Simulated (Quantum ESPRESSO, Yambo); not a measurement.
# A GW chain in Yambo: RbBr (Fm-3m), part 2 of 2

How does a plane-wave GW calculation on RbBr (Fm-3m) run from the first input to the gap?

Quantum ESPRESSO 7.5 and Yambo 5.3.0; PBE and many-body steps on it, plane waves. Known limits of the many-body steps: not at the basis limit; no spin-orbit coupling.

So far. Step 2 (Ground state): The gap is direct, at Γ. Step 3 (Bands along the symmetry lines): The gap is 4.364 eV, as in the run before at this level.

The database entry behind the starting cell differs from later determinations by our own check (about 0.5 % short), so it need not match the best structure at ambient conditions.

## 4. Empty states on the mesh, 4×4×4 mesh, 131 bands

Level of this step: DFT, PBE, plane waves, norm-conserving pseudopotentials (Quantum ESPRESSO).

The sums over transitions need many empty states on a uniform mesh; this step solves for them.

pw.in

```
&control
  calculation = 'nscf'
  prefix = 'x'
  outdir = 'o'
  pseudo_dir = 'pseudo'
/
&system
  ibrav = 0
  nat = 2
  ntyp = 2
  ecutwfc = 76.0
  nbnd = 131
  force_symmorphic = .true.
/
&electrons
  conv_thr = 1e-9
  electron_maxstep = 80
  diago_full_acc = .true.
  diago_thr_init = 5e-6
/
ATOMIC_SPECIES
  Rb 85.468 Rb.upf
  Br 79.904 Br.upf
CELL_PARAMETERS angstrom
  0.0000000000 3.4270000000 3.4270000000
  3.4270000000 0.0000000000 3.4270000000
  3.4270000000 3.4270000000 -0.0000000000
ATOMIC_POSITIONS crystal
  Rb 0.0000000000 0.0000000000 0.0000000000
  Br 0.5000000000 0.5000000000 0.5000000000
K_POINTS automatic
  4 4 4 0 0 0
```

Started as:

```
OMP_NUM_THREADS=1 mpirun -n 4 pw.x -nk 4 -in pw.in > pw.out
```

The program printed:

```text
[banner, memory and clock lines left out]
Program PWSCF v.7.5 starts

     Atomic positions and unit cell read from directory:
     o/x.save/

     Message from routine setup:
     using ibrav=0 with symmetry is DISCOURAGED, use correct ibrav instead

     G-vector sticks info

     bravais-lattice index     =            0
     lattice parameter (alat)  =       9.1586  a.u.
     unit-cell volume          =     543.2114 (a.u.)^3
     number of atoms/cell      =            2
     number of atomic types    =            2
     number of electrons       =        26.00
     number of Kohn-Sham states=          131
     kinetic-energy cutoff     =      76.0000  Ry
     charge density cutoff     =     304.0000  Ry
     Exchange-correlation= PBE
                           (   1   4   3   4   0   0   0)

     celldm(1)=   9.158576  celldm(2)=   0.000000  celldm(3)=   0.000000
     celldm(4)=   0.000000  celldm(5)=   0.000000  celldm(6)=   0.000000

     crystal axes: (cart. coord. in units of alat)
               a(1) = (   0.000000   0.707107   0.707107 )
               a(2) = (   0.707107   0.000000   0.707107 )
               a(3) = (   0.707107   0.707107  -0.000000 )

     reciprocal axes: (cart. coord. in units 2 pi/alat)
               b(1) = ( -0.707107  0.707107  0.707107 )
               b(2) = (  0.707107 -0.707107  0.707107 )
               b(3) = (  0.707107  0.707107 -0.707107 )
     Pseudo is Norm-conserving + core correction, Zval =  9.0
     Generated using ONCVPSP code by D. R. Hamann
     Using radial grid of 2308 points,  6 beta functions with:
     Pseudo is Norm-conserving + core correction, Zval = 17.0
     Generated using ONCVPSP code by D. R. Hamann
     Using radial grid of 1098 points,  6 beta functions with:
     Rb                9.00    85.46800     Rb( 1.00)
     Br               17.00    79.90400     Br( 1.00)

     48 Sym. Ops., with inversion, found

   Cartesian axes

     site n.     atom                  positions (alat units)
         1        Rb     tau(   1) = (   0.0000000   0.0000000   0.0000000  )
         2        Br     tau(   2) = (   0.7071068   0.7071068   0.7071068  )

     number of k points=     8
                       cart. coord. in units 2pi/alat
        k(    1) = (   0.0000000   0.0000000   0.0000000), wk =   0.0312500
        k(    2) = (   0.1767767   0.1767767  -0.1767767), wk =   0.2500000
        k(    3) = (  -0.3535534  -0.3535534   0.3535534), wk =   0.1250000
[...]
k(    7) = (  -0.7071068   0.0000000   0.0000000), wk =   0.0937500
        k(    8) = (  -0.7071068   0.3535534   0.0000000), wk =   0.1875000

     Dense  grid:    48671 G-vectors     FFT dimensions: (  54,  54,  54)

     The potential is recalculated from file :
     o/x.save/charge-density

     Starting wfcs are   14 randomized atomic wfcs +  117 random wfcs

     Band Structure Calculation

     End of band structure calculation

          k = 0.0000 0.0000 0.0000 (  5985 PWs)   bands (ev):

   -55.9826 -55.9826 -55.9807 -55.9807 -55.9807 -22.2901 -10.0526  -6.3615
    -6.3615  -6.3615   2.1322   2.1322   2.1322   6.4965   9.4189   9.4189
     9.4189  10.3081  10.3081  13.1143  17.9700  17.9700  17.9700  18.2752
[...]
[... 5 further rows ...]
[...]
73.3939  73.3939  75.6632

          k = 0.1768 0.1768-0.1768 (  6072 PWs)   bands (ev):

[...]
[... 5 further rows ...]
[...]
72.7420  72.7420  73.8757

          k =-0.3536-0.3536 0.3536 (  6116 PWs)   bands (ev):

[...]
46.1279  46.1888  46.2049  49.0310  49.9487  51.7198  51.7198  52.7416
     [... 5 further rows ...]
    69.1494  69.4130  69.6386  69.6386  70.1184  73.1946  73.1946  74.0750
    74.0750  74.2586  74.3594

          k = 0.3536 0.0000 0.0000 (  6102 PWs)   bands (ev):

     [... further k-points ...]

     highest occupied, lowest unoccupied level (ev):     2.1322    6.4965

     XML data file, pseudopotentials, collected wavefunctions
```

It took 18 s on 4 MPI ranks of Arm Neoverse V1, shared host; peak memory 0.49 GiB.

Numbers from this step:

* gap: 4.364 eV
* k of the valence top: 0, 0, 0
* k of the conduction bottom: 0, 0, 0
* least direct gap: 4.364 eV
* k points computed: 8
* lowest point of the top converged band, above the valence top: 70.4349 eV

On this mesh the gap is 4.364 eV.

## 5. Conversion and set-up

This step: Yambo 5.3.0; conversion and set-up on PBE, plane waves, norm-conserving pseudopotentials.

The states are converted to the many-body program's format and the q mesh is built.

Started as:

```
(cd o/x.save; p2y > p2y.log; mv SAVE ../..); yambo > setup.log
```

The program printed:

```text
 Yambo, version 5.3.0

 [02] CORE Variables Setup
 =========================

  [02.01] Unit cells
  ==================

  Cell kind             :  FCC
  Atoms in the cell     :  Rb  Br
  number of Rb atoms    :  1
  number of Br atoms    :  1

  List of atomic masses
  Mass of Rb    :  85.46800
  Mass of Br    :  79.90400

  List of atomic coordinates    : [cc]
  Rb1       :  0.000000  0.000000  0.000000  order 1
  Br1       :  6.476091  6.476091  6.476091  order 2

  Alat factors          :  6.476091  6.476091  6.476091 [a.u.]
  Direct lattice volume :  543.2114 [a.u.]
  Direct lattice vectors:  A[ 1 ]  A[ 2 ]  A[ 3 ]
   A[ 1 ]:  0.000000  1.000000  1.000000  [iru]
   0.000000  6.476091  6.476091  [cc]
   A[ 2 ]:  1.000000  0.000000  1.000000  [iru]
   6.476091  0.000000  6.476091  [cc]
   A[ 3 ]:  1.000000  1.000000 -0.000000  [iru]
   6.476091  6.476091 -0.000000  [cc]

  Recip. lattice volume :  0.456637 [a.u.]
  Recip. lattice vectors:  B[ 1 ]  B[ 2 ]  B[ 3 ]
   B[ 1 ]: -0.500000  0.500000  0.500000  [iku]
  -0.485106  0.485106  0.485106  [cc]
   B[ 2 ]:  0.500000 -0.500000  0.500000  [iku]
   0.485106 -0.485106  0.485106  [cc]
   B[ 3 ]:  0.500000  0.500000 -0.500000  [iku]
   0.485106  0.485106 -0.485106  [cc]

  [02.02] Symmetries
  ==================

  Inversion symmetry    : yes
  Spatial inversion     : yes
  Inversion index       :  25
  K-space Time-reversal : no
  Magnetic symmetries   : no
  Group table correct   : yes
  Symmetries units      :  [cc]

   [S  1]:   1.0000      0.27213E-16  0.27213E-16  0.27213E-16   1.0000     -0.27213E-16 -0.27213E-16 -0.27213E-16   1.0000
   [S  2]:  -1.0000     -0.27213E-16  0.27213E-16 -0.27213E-16  -1.0000     -0.27213E-16  0.27213E-16  0.27213E-16   1.0000
   [S  3]:  -1.0000      0.27213E-16 -0.27213E-16 -0.27213E-16   1.0000      0.27213E-16  0.27213E-16 -0.27213E-16  -1.0000
[...]
[... 36 further rows ...]
   [S 47]:  0.27213E-16   1.0000     -0.27213E-16 -0.27213E-16  0.27213E-16  -1.0000       1.0000     -0.27213E-16  0.27213E-16
   [S 48]:  0.27213E-16  -1.0000      0.27213E-16 -0.27213E-16 -0.27213E-16   1.0000       1.0000      0.27213E-16 -0.27213E-16

  [02.03] Reciprocal space
  ========================

  nG shells         :   433
  nG charge         :   48671
  nG WFs            :   7290
  nC WFs            :   6116
  G-vecs. in first 43 shells:  [ Number ]
     1    9   15   27   51   59   65   89  113
    137   169   181   229   259   283   307   331   339
    387   411   459   531   537   561   609   645   701
[...]
1139  1211  1243  1291  1363  1411  1459
  ...
  Shell energy in first 43 shells:  [ mHa ]
[...]
6000.87      6118.53      6589.19      6942.18      7530.50      7883.49      8001.16      8471.81      8824.80
[...]
K/Q-points units:
  rlu = crystal or reduced units; cc = cartesian coordinates; iku = interal k-units

  K [1]          [rlu]:  0.000000  0.000000  0.000000
         WF components:   5985
  K [2]          [rlu]: -0.81030E-17 -0.81030E-17  0.25000
         WF components:   6072
  K [3]          [rlu]:  0.16206E-16  0.16206E-16 -0.50000
         WF components:   6116
  K [4]          [rlu]:  0.32852E-17  0.25000      0.25000
         WF components:   6102
  K [5]          [rlu]:  0.23457E-16  0.25000     -0.50000
         WF components:   6070
  [... 2 further k-points ...]
  K [8]          [rlu]:  0.250000 -0.500000 -0.250000
         WF components:   6032

  [02.05] Energies & Occupations
  ==============================

  [X] === General ===
  [X] Electronic Temperature                        :  0.000000  0.000000 [eV K]
  [X] Bosonic    Temperature                        :  0.000000  0.000000 [eV K]
  [X] Finite Temperature mode                       : no
  [X] El. density                                   :  0.32300E+24 [cm-3]
  [X] Fermi Level                                   :  2.132238 [eV]

  [X] === Gaps and Widths ===
  [X] Conduction Band Min                           :  4.364251 [eV]
  [X] Valence Band Max                              :  0.000000 [eV]
  [X] Filled Bands                                  :  13
  [X] Empty Bands                                   :   14  131
  [X] Direct Gap                                    :  4.364251 [eV]
  [X] Direct Gap localized at k                     :  1
  [X] Indirect Gap                                  :  4.364251 [eV]
  [X] Indirect Gap between kpts                     :  1  1
  [X] Last valence band width                       :  0.354275 [eV]
  [X] 1st conduction band width                     :  2.722711 [eV]

  E @ K [1]:  [eV]
  -58.11487 -58.11487 -58.11291 -58.11291 -58.11291 -24.42232 -12.18480  -8.49377
   -8.4938      -8.4938     -0.10556E-08 -0.47986E-09   0.0000       4.3643       7.2866       7.2866
    7.28663   8.17591   8.17591  10.98203  15.83781  15.83781  15.83781  16.14291
[...]
occ @ K [1]
[...]
E @ K [2]:  [eV]
[...]
occ @ K [2]
[...]
E @ K [3]:  [eV]
[...]
occ @ K [3]
[...]
E @ K [4]:  [eV]
[...]
occ @ K [4]
[...]
E @ K [5]:  [eV]
[...]
occ @ K [5]
[...]
[... 2 further k-points ...]
  E @ K [8]:  [eV]
[...]
occ @ K [8]
[...]
0.000000  0.000000  0.000000  0.000000  0.000000  0.000000  0.000000  0.000000
   0.000000  0.000000  0.000000  0.000000  0.000000  0.000000  0.000000  0.000000

 [03] Transferred momenta grid and indexing
 ==========================================

 IBZ Q-points                                      :   8
 BZ  Q-points                                      :   64

 K/Q-points units:
 rlu = crystal or reduced units; cc = cartesian coordinates; iku = interal k-units

 Q [1]          [rlu]:  0.000000  0.000000  0.000000
 Q [2]          [rlu]:  0.20505E-16 -0.72508E-17  0.25000
 Q [3]          [rlu]: -0.41010E-16  0.14502E-16 -0.50000
[...]
Q [7]          [rlu]: -0.63786E-16 -0.50000     -0.50000
 Q [8]          [rlu]:  0.250000 -0.500000 -0.250000

  [03.01] X indexes
  =================

   [03.01.01] Sigma indexes
   ========================

 [06] Game Over & Game summary
```

Run time: 3.4 s. Hardware: 1 MPI rank; peak memory 0.26 GiB.

## 6. Screening and self-energy, 4×4×4 mesh, 131 bands, screening to 149.7 eV

G0W0 replaces the xc potential by the self-energy, built once from these orbitals. Only a window of levels is corrected, while the sums run over the empty bands that the input names.

This step: G0W0 on PBE, plane waves, norm-conserving pseudopotentials.

gw1.in

```
HF_and_locXC
gw0
dyson
ppa
em1d
rim_cut
RandQpts= 1000000
RandGvec= 1 RL
EXXRLvcs= 76 Ry
VXCRLvcs= 304 Ry
Chimod= "HARTREE"
% BndsRnXp
 1 | 131 |
%
NGsBlkXp= 11 Ry
% LongDrXp
 1 | 1 | 1 |
%
% GbndRnge
 1 | 131 |
%
DysSolver= "n"
ExtendOut
PPAPntXp= 27.21138 eV
% QPkrange
 1 | 1 | 12 | 15 |
%
```

Started as:

```
OMP_NUM_THREADS=1 mpirun -n 4 yambo -F gw1.in -J gw1 -C gw1 > gw1.log
```

The program printed:

```text
 Yambo, version 5.3.0

 [02] CORE Variables Setup
 =========================

  [... cell, symmetries and grids as in the set-up ...]

  [02.05] Energies & Occupations
  ==============================

  [X] === General ===
  [X] Electronic Temperature                        :  0.000000  0.000000 [eV K]
  [X] Bosonic    Temperature                        :  0.000000  0.000000 [eV K]
  [X] Finite Temperature mode                       : no
  [X] El. density                                   :  0.32300E+24 [cm-3]
  [X] Fermi Level                                   :  2.132238 [eV]

  [X] === Gaps and Widths ===
  [X] Conduction Band Min                           :  4.364251 [eV]
  [X] Valence Band Max                              :  0.000000 [eV]
  [X] Filled Bands                                  :  13
  [X] Empty Bands                                   :   14  131
  [X] Direct Gap                                    :  4.364251 [eV]
  [X] Direct Gap localized at k                     :  1
  [X] Indirect Gap                                  :  4.364251 [eV]
  [X] Indirect Gap between kpts                     :  1  1
  [X] Last valence band width                       :  0.354275 [eV]
  [X] 1st conduction band width                     :  2.722711 [eV]

 [03] Transferred momenta grid and indexing
 ==========================================

 IBZ Q-points                                      :   8
 BZ  Q-points                                      :   64

 K/Q-points units:
 rlu = crystal or reduced units; cc = cartesian coordinates; iku = interal k-units

 Q [1]          [rlu]:  0.000000  0.000000  0.000000
 Q [2]          [rlu]:  0.20505E-16 -0.72508E-17  0.25000
 Q [3]          [rlu]: -0.41010E-16  0.14502E-16 -0.50000
 Q [4]          [rlu]:  0.31893E-16  0.25000      0.25000
 Q [5]          [rlu]:  0.34809E-16  0.25000      0.50000
 Q [6]          [rlu]:  0.99473E-16  0.25000     -0.25000
 Q [7]          [rlu]: -0.63786E-16 -0.50000     -0.50000
 Q [8]          [rlu]:  0.250000 -0.500000 -0.250000

 [04] Coloumb potential Random Integration (RIM)
 ===============================================

  [04.01] RIM initialization
  ==========================

  * Diagonal components only detected *

  8 x (sBL volume)        :  0.057080 [a.u.]
  sBZ random points       :  1000000
  Points outside the sBZ  :   7968281
  RL volume               :  0.456637 [a.u.]
  Integrated volume       :  0.458454 [a.u.]

  [04.02] RIM integrals
  =====================

  Gamma point sphere radius             :  0.069841 [a.u.]
  Points outside the sphere             :   800476
  [Int_sBZ(q=0) 1/q^2]*(Vol_sBZ)^(-1/3) =:  7.776341
                                 should be <:  7.795600

  Summary of Coulomb integrals for non-metallic bands |Q|[au] RIM/Bare

  Q [1] 0.100000E-4 0.997530 * Q [2] 0.210057 1.069186
  Q [4] 0.242553 1.068537 * Q [6] 0.343022 1.029949
  Q [5] 0.402229 1.023412 * Q [3] 0.420114 1.020404
  Q [7] 0.485106 1.016961 * Q [8] 0.542365 1.013888

 [05] Dipoles
 ============

  [05.01] Setup: observables and procedures
  =========================================

 [06] Dynamic Dielectric Matrix (PPA)
 ====================================

 [WR./gw1//ndb.pp]---------------------------------------------------------------
  Brillouin Zone Q/K grids (IBZ/BZ)                :    8   64    8   64
  RL vectors                                       :   7343 [WF]
  Coulomb cutoff potential                         : none
  Electronic Temperature                           :  0.000000 [K]
  Bosonic    Temperature                           :  0.000000 [K]
  PPA    diel. fun.  energies                      : Perdew, Burke & Ernzerhof(X)+Perdew, Burke & Ernzerhof(C)
  wavefunctions                                    : Perdew, Burke & Ernzerhof(X)+Perdew, Burke & Ernzerhof(C)
  Global Gauge                                     : length
  X matrix size                                    :   339
  X band range                                     :    1  131
  X e/h energy range                               : -1.000000 -1.000000 [eV]
  X Time ordering                                  : R
  X Hxc Kernel                                     : HARTREE
  X Drude frequency                                :  0.000000  0.000000
  X poles                                          :  100.0000 [o/o]
  RL vectors in the sum                            :   7343
  [r,Vnl] included                                 : yes
  Field direction                                  :  0.577350E-5  0.577350E-5  0.577350E-5
  BZ energy Double Grid                            : no
  BZ energy DbGd points                            : 0
  BZ Q point size factor                           : -1.000000
  X Optical Averaged directions                    : none

 [07] Local Exchange-Correlation + Non-Local Fock
 ================================================

 [VXC] Plane waves :   48671
 [EXS] Plane waves :   6081

 QP @ state[ 1 ] K range:  1  1
 QP @ state[ 1 ] b range:  12  15

 [xc] Functional : Perdew, Burke & Ernzerhof(X)+Perdew, Burke & Ernzerhof(C)
 [xc] LIBXC used to calculate xc functional
  PP Number of Atomic Species                      :  2
  NLCC RL compoments                               :   48671
  PP Number of Atomic Species                      :  2
  NLCC RL compoments                               :   48671

 [xc] E_xc :  -16.27496 [Ha]
      E_xc :  -32.54992 [Ry]

  Local XC kind (lXC) : Perdew, Burke & Ernzerhof(X)+Perdew, Burke & Ernzerhof(C)
  Non-Local XC kind (nlXC) : Hartree-Fock

  Corrections @ K [1] :  [eV]
 <12|nlXC|12> = -19.41600  0.14104E-17 <12|lXC|12> = -14.22687 -0.94408E-16
 <13|nlXC|13> = -19.41607 -0.22266E-17 <13|lXC|13> = -14.22687 -0.18882E-15
 <14|nlXC|14> = -3.641019  0.90248E-18 <14|lXC|14> = -6.942251 -0.26004E-20
 <15|nlXC|15> = -3.253626  0.93747E-18 <15|lXC|15> = -7.444603 -0.94409E-16

 [08] Dyson equation: Newton solver
 ==================================

  [08.01] G0W0 (W PPA)
  ====================

  [  GW  ] Bands range     :    1  131
  [GW/PPA] G damping       :  0.100000 [eV]

  QP @ state[ 1 ] K range:  1  1
  QP @ state[ 1 ] b range:  12  15

   Sc/G bands                                       :    1  131
   Sc/G damping                                     :  0.100000 ev
   Sc bands terminator                              : no
   Sx RL components                                 :   6081

   QP @ state[ 1 ] K range                          :  1  1
   QP @ state[ 1 ] b range                          :  12  15
   GF energies kind                                 : Perdew, Burke & Ernzerhof(X)+Perdew, Burke & Ernzerhof(C)
   GF WF`s kind                                     : Perdew, Burke & Ernzerhof(X)+Perdew, Burke & Ernzerhof(C)
   Xs energies kind                                 : Perdew, Burke & Ernzerhof(X)+Perdew, Burke & Ernzerhof(C)
   Xs WF`s kind                                     : Perdew, Burke & Ernzerhof(X)+Perdew, Burke & Ernzerhof(C)

 [11] Game Over & Game summary
```

Wall time 2.4 min (4 MPI ranks); peak memory 1.8 GiB; 9.7 min of CPU time.

This step gave:

| Quantity | Value |
| --- | --- |
| G0W0 gap on the points computed | 7.505 eV |
| starting gap on the mesh | 4.364 eV |
| k of the valence top | 0, 0, 0 |
| k of the conduction bottom | 0, 0, 0 |
| least direct G0W0 gap on the computed points | 7.505 eV |
| Z at the valence top | 0.8262 |
| Z at the conduction bottom | 0.8768 |

The gap on the mesh goes from 4.36 eV to 7.50 eV, a correction of +3.14 eV.

Limits: finite bands, cutoff and mesh; no spin-orbit coupling. v1 is the top filled band, c1 the lowest empty one. Levels before and after the correction, in eV, zero at the valence-band top of each column:

```
           conduction bottom  valence top
Kohn-Sham               4.36         0.00
     G0W0               7.50         0.00
```

```
             level  energy (eV)
Kohn-Sham  Γ v2-v1        0.000
Kohn-Sham     Γ c1        4.364
Kohn-Sham     Γ c2        7.287
     G0W0  Γ v2-v1        0.000
     G0W0     Γ c1        7.505
     G0W0     Γ c2       11.072
```

## 7. Where the time went

Times are wall times on the hardware named with each run, good to a factor of about two.

```
                          step     time  share  memory (GiB)
                  ground state     13 s    7 %          0.33
bands along the symmetry lines     13 s    6 %          0.27
      empty states on the mesh     18 s    9 %          0.49
         conversion and set-up    3.4 s    2 %          0.26
     screening and self-energy  2.4 min   76 %           1.8
```

## 8. Summary of results

| Quantity | Value |
| --- | --- |
| PBE gap | 4.36 eV, direct |
| G0W0 gap on the mesh | 7.50 eV |
| GW settings | 4×4×4 mesh, 131 bands, screening to 149.7 eV, Godby-Needs plasmon pole |
| known limits | not at the basis limit; no spin-orbit coupling |

**Reading.** G0W0 moves the gap on the mesh from 4.36 eV to 7.50 eV (+3.14 eV), with Z of 0.83 and 0.88 at the edges. Only 1 of the mesh's irreducible points was corrected, so a valley elsewhere could overtake. The dearest step here is «screening and self-energy». Bands and cutoff are finite, so the gap is not at the basis limit. The miss can reach some tenths of an eV and take either sign; the mesh is an error of its own. In the G0W0 run levels were corrected at 1 k point alone, so a gap called «on the mesh» is the least over those, and an edge elsewhere would be missed. The many-body steps are scalar-relativistic: spin-orbit coupling is not in them.

[Paths, hosts, dates, memory and timing lines, banners, echoed tables and standing remarks are left out of the program output.]

[Logs are printed without paths, hosts, clocks, repeated set-up lines and the standing remarks that a program may print on its own settings, such as how far it seeks lower states.]

[Runs of the session that timed out or met a known fault of the program may be left out.]

[Hosts, paths, dates, database ids (printed as entryN), source tags and the programs' standing remarks are cut or masked in the printed files.]
